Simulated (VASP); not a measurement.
# P: layer in an electric field

P, sheet, 8 atoms in the cell. PBE; PAW potentials P (PBE set).

Vacuum (Å): 10; k-point spacing in the plane (1/Å): 0.25; Starting cell: layer relaxed first with the same functional; Layers: 2; Field step (eV/Å): 0.1.

## Input

INCAR.step1:
```
  PREC = Accurate
  ENCUT = 330
  EDIFF = 1E-7
  ISMEAR = 0
  SIGMA = 0.02
  LREAL = False
  LASPH = True
  ALGO = Normal
  NELM = 150
  LWAVE = False
  LCHARG = False
  GGA = PE
  KPAR = 4
  LDIPOL = True
  IDIPOL = 3
  DIPOL = 0.5 0.5 0.5
  AMIN = 0.01
  EFIELD = -0.4
```

INCAR.step2, as INCAR.step1 but for:
```
- EFIELD = -0.4
+ EFIELD = -0.2
```

INCAR.step3 changes the same tag again: EFIELD = -0.1.

INCAR.step4, as INCAR.step3 but for:
```
- EFIELD = -0.1
```

INCAR.step5 to INCAR.step7 change the same tag again: EFIELD = 0.1, 0.2, 0.4.

KPOINTS:
```
Automatic mesh
0
Gamma
  6 8 1
  0 0 0
```

POSCAR:
```
P
1.0
    4.6259503627      0.0000000000      0.0000000000
    0.0000000000      3.3013654694      0.0000000000
    0.0000000000      0.0000000000     17.1964492094
P
8
Direct
    0.0000000000      0.0000000000      0.2907576988
    0.1785192591      0.0000000000      0.4129342912
    0.6785192591      0.5000000000      0.2907576988
    0.5000000000      0.5000000000      0.4129342912
    0.5000000000      0.0000000000      0.5870657088
    0.6785192591      0.0000000000      0.7092423012
    1.1785192591      0.5000000000      0.5870657088
    1.0000000000      0.5000000000      0.7092423012
```

Commands (each step's output is kept before the next begins):
```
cat potpaw_PBE.64/P/POTCAR > POTCAR
cp INCAR.step1 INCAR
mpirun -np 4 vasp_std > vasp.out
rm WAVECAR CHG
cp INCAR.step2 INCAR
mpirun -np 4 vasp_std > vasp.out
rm WAVECAR CHG
cp INCAR.step3 INCAR
mpirun -np 4 vasp_std > vasp.out
rm WAVECAR CHG
cp INCAR.step4 INCAR
mpirun -np 4 vasp_std > vasp.out
rm WAVECAR CHG
cp INCAR.step5 INCAR
mpirun -np 4 vasp_std > vasp.out
rm WAVECAR CHG
cp INCAR.step6 INCAR
mpirun -np 4 vasp_std > vasp.out
rm WAVECAR CHG
cp INCAR.step7 INCAR
mpirun -np 4 vasp_std > vasp.out
```

## Result

- Polarisability along the normal (Å³ per cell): 11.29
- 4 pi alpha over area (Å): 9.29

Field series:

| EFIELD (eV/Å) | dipole along z (e Å, as printed) | gap on the mesh (eV) |
|---|---|---|
| -0.400 | -0.3137 | 0.158 |
| -0.200 | -0.1568 | 0.163 |
| -0.100 | -0.0784 | 0.160 |
| 0.000 | 0.0000 | 0.159 |
| 0.100 | 0.0784 | 0.160 |
| 0.200 | 0.1568 | 0.163 |
| 0.400 | 0.3137 | 0.158 |

Limits: In strong fields electrons can gather in the vacuum; the last points may hold such a state.

VASP 6.6.1 took 171 s on 4 cores (Intel Xeon Platinum 8488C (Sapphire Rapids)), a shared host.
